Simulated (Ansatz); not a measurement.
Wanted: the native input for an Ansatz 0.2.0 run.

```
Task                : single point
Functional          : PBE0
Potentials or basis : all-electron PAW datasets made for the crystal
Cutoff              : 200 eV (chosen from the basis error)
k mesh              : 6 × 6 × 6
Occupations         : fermi-dirac, width 0.05 eV
Spin                : no spin polarisation
```

The system is Si.

```
Si
1.0
     0.00000    2.72185    2.72185
     2.72185    0.00000    2.72185
     2.72185    2.72185    0.00000
Si
2
Direct
  0.50000 0.50000 0.50000
  0.75000 0.75000 0.75000
```

These files were run (other wordings do the same):

input.yaml

```yaml
crystal:
  lattice:
    - [0.0, 2.7218511865, 2.7218511865]
    - [2.7218511865, 0.0, 2.7218511865]
    - [2.7218511865, 2.7218511865, 0.0]
  atoms:
    - { symbol: Si, position: [0.5, 0.5, 0.5] }
    - { symbol: Si, position: [0.75, 0.75, 0.75] }
kpoints:
  mp_grid: { grid: [6, 6, 6] }
scf:
  occupations: { method: fermi_dirac, width: 0.05 }
hamiltonian:
  xc: pbe0
  pseudopotentials: { kind: all_electron, datasets: crystal }
output:
  forces: true
  stress: true
```

Potentials or basis: all-electron PAW datasets made for the crystal.

The run is started by

```console
$ ansatz run input.yaml --threads 1 --pin off --max-ram 3072MiB --backend cpu --events-out ev --progress --plain --runs-dir out
```

Results of the run:

```json
{"Pressure": "-0.4 GPa", "Band gap on the k mesh": "1.95 eV, indirect (least direct gap 3.97 eV)"}
```

It took 18 s on 1 thread of Arm Neoverse V1, on a shared host, peak memory 0.39 GiB.
